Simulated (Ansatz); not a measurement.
The system is SiC (Moissanite).

```
Si C
1.0
     3.07600    0.00000    0.00000
    -1.53800    2.66389    0.00000
     0.00000    0.00000    5.04800
Si C
2 2
Direct
  0.66667 0.33333 0.50000
  0.33333 0.66667 0.00000
  0.66667 0.33333 0.88500
  0.33333 0.66667 0.38500
```

```yaml
Program: Ansatz 0.2.0
Task: relaxation of cell and atoms
Functional: SVWN5
Potentials_or_basis: Ansatz PAW
Cutoff: "420 eV (not typed: the program's choice for these potentials)"
k_mesh: 10 × 10 × 5
Occupations: fermi-dirac, width 0.05 eV
Spin: no spin polarisation
```

At the start: volume 10.34 Å³/atom.

Problem. How do energy, volume and symmetry change on relaxing?

Solution. It ends after 8 steps and the volume is 10.14 Å³/atom (-2.0 %); space group P6_3mc (No. 186, to 0.05 Å).

Step by step:
```csv
step,energy change (eV),largest force (eV/Å),volume (Å³)
1,0.0000,0.7323,41.36
2,-0.0304,0.4333,40.93
3,-0.0445,0.1559,40.35
4,-0.0482,0.0022,40.56
5,-0.0482,0.0006,40.56
6,-0.0463,0.0007,40.56
7,-0.0463,0.0001,40.55
8,-0.0463,0.0001,40.55
```

Final structure:
```
CELL_PARAMETERS angstrom
3.05570 0.00000 0.00000
-1.52785 2.64631 0.00000
0.00000 0.00000 5.01471
ATOMIC_POSITIONS crystal
Si 0.66667 0.33333 0.50459
Si 0.33333 0.66667 0.00459
C 0.66667 0.33333 0.88041
C 0.33333 0.66667 0.38041
```

Caveat: the plane-wave basis is chosen anew once the cell has moved, so the energies of steps on either side of that aren't comparable; the pressure holds a Pulay correction of +0.4 GPa for the finite cutoff; the PAW data sets come from PBE, with cores solved anew for the run's functional, which leaves a small shift of forces and pressure.
